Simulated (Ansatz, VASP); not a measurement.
# One calculation of Ga, two programs

INCAR

```
PREC = Accurate ; ENCUT = 520
EDIFF = 1E-6 ; ISMEAR = 0
SIGMA = 0.1 ; LREAL = False
LASPH = True ; NELM = 60
ALGO = Normal ; ISIF = 2
LWAVE = False ; LCHARG = False
GGA = CA ; NBANDS = 34
```

Contents of KPOINTS:

```
regular mesh
0
Gamma
  6 6 4
```

The input POSCAR:

```
Ga
1.0
    2.2160233300     -3.7989918400      0.0000000000
    2.2160233300      3.7989918400      0.0000000000
    0.0000000000      0.0000000000      4.5555035300
Ga
4
Direct
    0.6556957200      0.3443042800      0.4154013900
    0.8443042800      0.1556957200      0.9154013900
    0.3443042800      0.6556957200      0.5845986100
    0.1556957200      0.8443042800      0.0845986100
```

Input for Ansatz:

```yaml
crystal:
  lattice:
    - [2.21602333, -3.79899184, 0.0]
    - [2.21602333, 3.79899184, 0.0]
    - [0.0, 0.0, 4.55550353]
  atoms:
    - { symbol: Ga, position: [0.65569572, 0.34430428, 0.41540139] }
    - { symbol: Ga, position: [0.84430428, 0.15569572, 0.91540139] }
    - { symbol: Ga, position: [0.34430428, 0.65569572, 0.58459861] }
    - { symbol: Ga, position: [0.15569572, 0.84430428, 0.08459861] }
basis:
  ecutwfc: 420
kpoints:
  mp_grid: { grid: [6, 6, 4] }
hamiltonian:
  xc: lda
  pseudopotentials: { kind: paw, azcp: { folder: soft_1 } }
scf:
  occupations: { method: gaussian, width: 0.1 }
output:
  forces: true
  stress: true
  eigenvalues: true
```

Alike in both runs: task single point; functional LDA; k mesh 6 × 6 × 4; occupations gaussian, width 0.1 eV; no spin polarisation.

|  | VASP | Ansatz |
| --- | --- | --- |
| version | VASP 6.6.1 | Ansatz 0.2.0 |
| potentials or method | VASP PAW LDA potentials, release 64 (Ga_d) | scalar-relativistic, plane waves, PAW |
| plane-wave cutoff (eV) | 520 | 420 |
| valence electrons in the cell | 52 | 52 |

```tsv
	VASP	Ansatz	Ansatz less VASP
gap on the k mesh at the Fermi level (eV)	none	none	-
pressure (GPa)	-2.6	-2.7	-0.10
largest component of the traceless stress (GPa)	0.76	0.79	+0.035
rms of the force components (eV/Å)	0.025	0.026	+0.0006
```

Atom by atom the forces differ by 0.001 eV/Å (rms over components). A gap of «none» marks a metal or a gap that the smearing closes. Ansatz warned: «pseudo_functional_mismatch».
